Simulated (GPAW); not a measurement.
Set up this calculation in GPAW 26.7.0, as an ASE script.

```
Task                : dielectric tensor
Functional          : PBE
Potentials or basis : GPAW PAW data sets (gpaw-data 1.2.1)
Cutoff              : 450 eV
Basis               : pw
k mesh              : 7 × 7 × 4
Occupations         : fermi-dirac, width 0.001 eV
Spin                : no spin polarisation
Response ecut       : 80 eV
Maxiter             : 150
Response k mesh     : 11 × 11 × 6
Response bands      : 48
Kernels             : ["RPA"]
Coarser k mesh      : 11 × 11 × 6
```

The system is Si.

```xyz
4
Lattice="3.8817 0.0000 0.0000 -1.9409 3.3617 0.0000 0.0000 0.0000 6.4160" Properties=species:S:1:pos:R:3 pbc="T T T"
Si    1.9409    1.1206    6.0117
Si    0.0000    2.2411    2.8037
Si    1.9409    1.1206    3.6122
Si    0.0000    2.2411    0.4043
```

This isn't the form of Si at room conditions, which is diamond.

One way to write it, as run:

run.py

```python
import numpy as np
from ase import Atoms
from ase.dft.bandgap import bandgap
from ase.io import write
from gpaw import GPAW, PW
from gpaw.response.df import DielectricFunction

atoms = Atoms(['Si', 'Si', 'Si', 'Si'],
              cell=[[3.8817353141, 0.0, 0.0],
                    [-1.9408676571, 3.3616813928, 0.0],
                    [0.0, 0.0, 6.4159555303]],
              scaled_positions=[[0.6666666667, 0.3333333333, 0.9369905],
                                [0.3333333333, 0.6666666667, 0.4369905],
                                [0.6666666667, 0.3333333333, 0.5630095],
                                [0.3333333333, 0.6666666667, 0.0630095]],
              pbc=True)

calc = GPAW(mode=PW(450),
            xc='PBE',
            kpts={'size': (7, 7, 4), 'gamma': True},
            occupations={'name': 'fermi-dirac', 'width': 0.001},
            nbands=18,
            convergence={'density': 1e-06},
            maxiter=150,
            txt='gpaw.txt')
atoms.calc = calc
energy = atoms.get_potential_energy()
calc.write('gs.gpw')
write('result.traj', atoms)
print(f'Energy: {energy:.6f} eV')
print('Fermi level:', round(calc.get_fermi_level(), 4), 'eV')
print(f'Gap: {bandgap(calc)[0]:.4f} eV, direct: {bandgap(calc, direct=True)[0]:.4f} eV')

for size in [(11, 11, 6)]:
    name = 'x'.join(str(n) for n in size)
    dense = calc.fixed_density(kpts={'size': size, 'gamma': True},
                               nbands=54, convergence={'bands': 48, 'eigenstates': 1e-7},
                               update_fermi_level=True, txt=f'dense-{name}.txt')
    dense.write(f'{name}.gpw', mode='all')
    df = DielectricFunction(f'{name}.gpw', frequencies=np.array([0.0]), hilbert=False, eta=0.001,
                            ecut=80, nbands=48, intraband=False, txt=f'df-{name}.txt')
    for xc in ['RPA']:
        for direction in ['x', 'y', 'z', [0, 1, 1], [1, 0, 1], [1, 1, 0]]:
            e0, e = df.get_macroscopic_dielectric_constant(xc=xc, direction=direction)
            print(f'{name} {xc} {direction}: {e0:.4f} without, {e:.4f} with local fields')
```

Potentials or basis: GPAW PAW data sets (gpaw-data 1.2.1), pw.

Launch:

```bash
$ OMP_NUM_THREADS=1 python run.py
```

It gave:

| Property | Result |
| --- | --- |
| Band gap on the k mesh | 0.55 eV, indirect (least direct gap 0.93 eV) |
| Electronic dielectric tensor (diagonal) | 11.96, 11.96, 12.78 |

Caveat: the gap is small at this level, which inflates the dielectric constant; the long-wavelength limit can be off by a per cent or two; an odd mesh through Γ misses points on the zone boundary, where band edges often lie.

Run time: 4.7 min on 1 thread of Intel(R) Xeon(R) Processor @ 2.50GHz (Skylake/Cascade Lake) (shared host), peak memory 0.41 GiB.
